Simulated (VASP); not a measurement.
# Sb in VASP: notebook

One slab, Sb, is run at these levels: PBE; tasks: single point.

All numbers are computed with VASP 6.6.1; they aren't measurements. Logs are shortened: lines on timing, memory, paths and dates and some standing lists are left out, and cuts for length are marked.

## (1) The structure

The cell holds a slab with vacuum, 1 atom: a = 3.160 Å, b = 3.160 Å, c = 12.000 Å, α = 90.00°, β = 90.00°, γ = 90.00°.

The slab is cut from a database's or a generator's crystal, which needn't be the stable form of the element.

## (2) Single point, PBE

INCAR

```
SYSTEM = Sb
PREC = Accurate
ENCUT = 350
EDIFF = 1E-7
ISMEAR = 1
SIGMA = 0.1
LREAL = .False.
LASPH = .True.
NELM = 120
ALGO = Normal
ISIF = 2
LWAVE = .False.
LCHARG = .False.
LDIPOL = .True.
IDIPOL = 3
DIPOL = 0.5 0.5 0.500
GGA = PE
NBANDS = 12
LVHAR = .True.
LVACPOTAV = .True.
```

KPOINTS

```
regular mesh
0
Gamma
  13 13 1
  0 0 0
```

POSCAR

```
Sb
1.0
    3.1600000000      0.0000000000      0.0000000000
    0.0000000000      3.1600000000      0.0000000000
    0.0000000000      0.0000000000     12.0000000000
Sb
1
Direct
    0.0000000000      0.0000000000      0.5000000000
```

Potentials or basis: VASP PAW PBE potentials, release 64 (Sb).

Launch:

```sh
cat potpaw_PBE.64/Sb/POTCAR > POTCAR
mpirun -np 1 vasp_std > vasp.out
```

OUTCAR:

```text
SYSTEM = Sb
   PREC = Accurate
   ENCUT = 350
   EDIFF = 1E-7
   ISMEAR = 1
   LREAL = .False.
   LASPH = .True.
   NELM = 120
   ISIF = 2
   GGA = PE

 Found     28 irreducible k-points:

 Following reciprocal coordinates:
            Coordinates               Weight
  0.000000  0.000000  0.000000      1.000000
  0.076923  0.000000  0.000000      4.000000
  0.153846  0.000000  0.000000      4.000000
  0.230769  0.000000  0.000000      4.000000
  0.307692  0.000000  0.000000      4.000000
  0.384615  0.000000  0.000000      4.000000
   k-points           NKPTS =     28   k-points in BZ     NKDIM =     28   number of bands    NBANDS=     12
   number of dos      NEDOS =    301   number of ions     NIONS =      1
   total plane-waves  NPLWV =  32000
   dimension x,y,z NGX =    20 NGY =   20 NGZ =   80
   dimension x,y,z NGXF=    40 NGYF=   40 NGZF=  160
   ions per type =               1
   NGX,Y,Z   is equivalent  to a cutoff of  10.52, 10.52, 11.08 a.u.
   NGXF,Y,Z  is equivalent  to a cutoff of  21.04, 21.04, 22.17 a.u.
 SYSTEM =  Sb
   PREC   = accura    normal or accurate (medium, high low for compatibility)
   ISTART =      0    job   : 0-new  1-cont  2-samecut
   ICHARG =      2    charge: 1-file 2-atom 10-const
   ISPIN  =      1    spin polarized calculation?
   LNONCOLLINEAR =      F non collinear calculations
   LSORBIT =      F    spin-orbit coupling
   LASPH  =      T    aspherical Exc in radial PAW
   ENCUT  =  350.0 eV  25.72 Ry    5.07 a.u.   4.82  4.82 18.31*2*pi/ulx,y,z
   NELM   =    120;   NELMIN=  2; NELMDL= -5     # of ELM steps
   EDIFF  = 0.1E-06   stopping-criterion for ELM
   LREAL  =      F    real-space projection
   EDIFFG = 0.1E-05   stopping-criterion for IOM
   NSW    =      0    number of steps for IOM
   IBRION =     -1    ionic relax: 0-MD 1-quasi-New 2-CG
   NFREE  =      0    steps in history (QN), initial steepest desc. (CG)
   ISIF   =      2    stress and relaxation
   ISYM   =      2    0-nonsym 1-usesym 2-fastsym
   POTIM  = 0.5000    time-step for ionic-motion
   TEBEG  =    0.0;   TEEND  =   0.0 temperature during run
   PSTRESS=    0.0 pullay stress
   NELECT =       5.0000    total number of electrons
   NUPDOWN=      -1.0000    fix difference up-down
   EMIN   =  10.00;   EMAX   =-10.00  energy-range for DOS
   EFERMI =   0.00;   METHOD = LEGACY
   ISMEAR =     1;   SIGMA  =   0.10  broadening in eV -4-tet -1-fermi 0-gaus
   EFERMI_NEDOS =   21; number of points for ismear=-14 and -15
   IALGO  =     38    algorithm
   IMIX   =      4    mixing-type and parameters
     AMIX     =   0.40;   BMIX     =  1.00
     AMIX_MAG =   1.60;   BMIX_MAG =  1.00
  volume/ion in A,a.u.               =     119.83       808.63
  Fermi-wavevector in a.u.,A,eV,Ry     =   0.567823  1.073030  4.386832  0.322423
  Thomas-Fermi vector in A             =   1.606795
   LORBIT       =      0    0 simple, 1 ext, 2 COOP (PROOUT), +10 PAW based schemes
   GGA     = PE    functional components
   LHFCALC =     F    Hartree Fock is set to
   AEXX    =    0.0000 exact exchange contribution
   IVDW    =     0    specifies the selected vdW correction
   LEPSILON=     F    determine dielectric tensor
   LRPA    =     F    only Hartree local field effects (RPA)
 non-spin polarized calculation
 Methfessel and Paxton  Order N= 1 SIGMA  =   0.10
  energy-cutoff  :      350.00
  volume of cell :      119.83
 maximum number of plane-waves:      1798
 NGX is ok and might be reduce to    20
   NGX =  9   NGY =  9   NGZ = 37

 number of electron       5.0000002 magnetization

 dipolmoment           0.000000      0.000000     -0.000000 electrons x Angstroem

 Free energy of the ion-electron system (eV)
  ---------------------------------------------------
  ext. energy  EPLUGINS =         0.00000000
  ---------------------------------------------------
  free energy    TOTEN  =        -3.42263917 eV

  energy without entropy =       -3.42031203  energy(sigma->0) =       -3.42186345

 E-fermi :  -1.9728     XC(G=0):  -3.5875

 val. band max:       -1.9740785133   @ k =   0.4615   0.0000   0.0000
 cond. band min:      -1.8938540301   @ k =   0.4615   0.0769   0.0000
 fundamental gap:      0.0802244833
 Fermi energy:        -1.9727720436

 k-point     1 :       0.0000    0.0000    0.0000
  band No.  band energies     occupation
      1     -12.5046      2.00000
      2      -4.0481      2.00000
      3       1.6410      0.00000
      4       2.4040      0.00000
      5       2.4040      0.00000
      6       3.2282      0.00000
      7       3.8194      0.00000
      8       6.1808      0.00000
      9       7.3926      0.00000
     10       7.7818      0.00000
     11       8.4513      0.00000
     12      11.7486      0.00000

 k-point     2 :       0.0769    0.0000    0.0000
  band No.  band energies     occupation
      1     -12.4230      2.00000
      2      -3.9666      2.00000
      3       1.4523      0.00000
      4       1.7345      0.00000
      5       2.4833      0.00000
      6       3.3117      0.00000
      7       3.9065      0.00000
      8       6.6067      0.00000
      9       7.8242      0.00000
     10       7.9719      0.00000
     11       8.6333      0.00000
     12       9.9921      0.00000

 k-point     3 :       0.1538    0.0000    0.0000
  band No.  band energies     occupation
      1     -12.1810      2.00000
      2      -3.7267      2.00000
      3      -0.2806     -0.00000
      4       1.9926      0.00000
      5       2.7135      0.00000
      6       3.5559      0.00000
      7       4.1678      0.00000
      8       6.9770      0.00000
      9       7.6028      0.00000
     10       8.6363      0.00000
     11       8.6929      0.00000
     12      10.0040      0.00000

 k-point     4 :       0.2308    0.0000    0.0000
  band No.  band energies     occupation
      1     -11.7892      2.00000
      2      -3.3444      2.00000
      3      -2.0550      1.99082
      4       2.4289      0.00000
      5       3.0701      0.00000
      6       3.9228      0.00000
      7       4.6030      0.00000
      8       6.3415      0.00000
      9       7.3418      0.00000
     10       8.8053      0.00000
     11       9.0836      0.00000
     12      10.4151      0.00000

 k-point     5 :       0.3077    0.0000    0.0000
  band No.  band energies     occupation
      1     -11.2752      2.00000
      2      -3.6654      2.00000
      3      -2.8562      2.00000
      4       3.0393      0.00000
      5       3.5040      0.00000
      6       4.1021      0.00000
      7       5.2108      0.00000
      8       5.3728      0.00000
      9       7.7516      0.00000
     10       8.8740      0.00000
     11       9.3105      0.00000
     12       9.6820      0.00000

 k-point     6 :       0.3846    0.0000    0.0000
  band No.  band energies     occupation
      1     -10.7119      2.00000
      2      -4.9805      2.00000
      3      -2.3428      2.00000
      4       3.4035      0.00000
      5       3.8215      0.00000
      6       3.9269      0.00000
      7       5.7051      0.00000
      8       5.9824      0.00000
      9       7.2202      0.00000
     10       8.4812      0.00000
     11       9.0344      0.00000
     12       9.5488      0.00000

 [... further k-points ...]

------------------------ aborting loop because EDIFF is reached ----------------------------------------

  FORCE on cell =-STRESS in cart. coord.  units (eV):
  Direction    XX          YY          ZZ          XY          YZ          ZX
  --------------------------------------------------------------------------------------
  -------------------------------------------------------------------------------------
  Total       -1.8921016     -1.8921016     -0.0013712      0.0000000      0.0000000      0.0000000
  in kB      -25.2987828    -25.2987828     -0.0183334      0.0000000      0.0000000      0.0000000
  external PRESSURE =     -16.8719664 kB  Pullay stress =       0.0000000 kB

 VOLUME and BASIS-vectors are now :
 -----------------------------------------------------------------------------
  energy-cutoff  :      350.00
  volume of cell :      119.83
      direct lattice vectors                 reciprocal lattice vectors
     3.160000000  0.000000000  0.000000000     0.316455696  0.000000000  0.000000000
     0.000000000  3.160000000  0.000000000     0.000000000  0.316455696  0.000000000
     0.000000000  0.000000000 12.000000000     0.000000000  0.000000000  0.083333333

 POSITION                                       TOTAL-FORCE (eV/Angst)
 -----------------------------------------------------------------------------------
      0.00000      0.00000      6.00000         0.000000      0.000000      0.000000
 -----------------------------------------------------------------------------------
    total drift:                                0.000000     -0.000000     -0.000000

  FREE ENERGIE OF THE ION-ELECTRON SYSTEM (eV)
  ---------------------------------------------------
  free  energy   TOTEN  =        -3.4226391659 eV

  energy  without entropy=       -3.4203120291  energy(sigma->0) =       -3.42186345

 vacuum level on the upper side and lower side of the slab         2.949         2.949
```

Wall time 31 s (1 thread of Intel Xeon Platinum 8375C at 2.90GHz (Ice Lake), shared host); peak memory 0.17 GiB.

The run converged, but some of its settings lie outside the range that counts as converged, so its numbers aren't taken as properties of the slab.

Results:

```yaml
Free_energy: -3.4226 eV
Band_gap_on_the_k_mesh: none (metal or under the smearing width)
Work_function_of_the_upper_face: 4.92 eV
Work_function_of_the_lower_face: 4.92 eV
```

## (3) Single point, PBE

This run uses another cell than the first one, of 179.74 Å³/atom, 1.500 times its volume.

Changes to INCAR since step 2:

```diff
@@ -2,3 +2,3 @@
 PREC = Accurate
-ENCUT = 350
+ENCUT = 400
 EDIFF = 1E-7
```

KPOINTS

```
regular mesh
0
Gamma
  10 10 1
  0 0 0
```

Changes to POSCAR since step 2:

```diff
@@ -4,3 +4,3 @@
     0.0000000000      3.1600000000      0.0000000000
-    0.0000000000      0.0000000000     12.0000000000
+    0.0000000000      0.0000000000     18.0000000000
 Sb
```

Potentials or basis: VASP PAW PBE potentials, release 64 (Sb).

Launch:

```sh
cat potpaw_PBE.64/Sb/POTCAR > POTCAR
mpirun -np 1 vasp_std > vasp.out
```

Wall time 72 s (1 thread of Intel Xeon Platinum 8375C at 2.90GHz (Ice Lake), shared host); peak memory 0.22 GiB.

These settings aren't checked as converged: the numbers below hold their error.

What came out:

| Property | Result |
| --- | --- |
| Free energy | -3.4533 eV |
| Band gap on the k mesh | none (metal or under the smearing width) |
| Work function of the upper face | 4.81 eV |
| Work function of the lower face | 4.81 eV |

(Continued in part 2 of 2.)
